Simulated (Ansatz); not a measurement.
Computed with DFT PBE, scalar-relativistic, plane waves, PAW (Ansatz 0.2.0). All cells share a 420 eV cutoff and Γ-centred k meshes spaced at most about 0.3 Å⁻¹ (about 0.25 or finer for metals, 2π included). No spin polarisation.

Temperature and zero-point effects are left out.

Two relaxed structures of Zr3H:

1.

```yaml
crystal:
  lattice:
    - [3.25742, 0.00000, 0.00000]
    - [-1.62871, 2.82101, 0.00000]
    - [0.00000, 0.00000, 8.02322]
  atoms:
    - { symbol: Zr, position: [0.00000, 0.00000, 0.99003] }
    - { symbol: Zr, position: [0.33333, 0.66667, 0.34703] }
    - { symbol: Zr, position: [0.66667, 0.33333, 0.66846] }
    - { symbol: H, position: [0.00000, 0.00000, 0.24448] }
```

2.

```yaml
crystal:
  lattice:
    - [3.18934, 0.00000, 0.00000]
    - [-1.59467, 2.76205, 0.00000]
    - [0.00000, 0.00000, 8.17020]
  atoms:
    - { symbol: Zr, position: [0.33333, 0.66667, 0.96743] }
    - { symbol: Zr, position: [0.66667, 0.33333, 0.27767] }
    - { symbol: Zr, position: [0.66667, 0.33333, 0.63687] }
    - { symbol: H, position: [0.00000, 0.00000, 0.79457] }
```

Question: Which is lower in energy, and by how much?

Answer: Cell 1 is lower, by 74 meV/atom. Cell 1 has space group P3m1 (No. 156), 18.4 Å³/atom and no gap on its mesh; cell 2 has space group P3m1 (No. 156), 18.0 Å³/atom and no gap. Counting Zr atoms around H (those within 1.25 times the shortest such distance or 1.15 times the sum of covalent radii), cell 1 has H 4 and cell 2 has H 6. In cell 1, around Zr on its first site lie 1 H at 2.04 Å and 12 Zr at 3.19–3.43 Å; Zr on its second site has 3 H at 2.05 Å and 12 Zr at 3.19–3.43 Å; H has 4 Zr at 2.04–2.05 Å; 1 more site not described. In cell 2, Zr on its first site is surrounded by 3 H at 2.32 Å and 12 Zr at 3.13–3.27 Å; around Zr on its second site lie 1 Zr at 2.93 Å and 9 Zr at 3.13–3.19 Å; H is surrounded by 6 Zr at 2.25–2.32 Å; 1 more site not described. Both come from invented guesses. The lowest form computed isn't among them: it has space group Cmc2_1 (No. 36), 18.3 Å³/atom and lies 7 meV/atom below the best shown.

With hydrogen, zero-point motion can shift such differences by 10 meV/atom or more. Cells relaxed within their symmetry can be saddle points. Some structure types and database cells were kept out of the candidates from the start, so a known form may be missing.
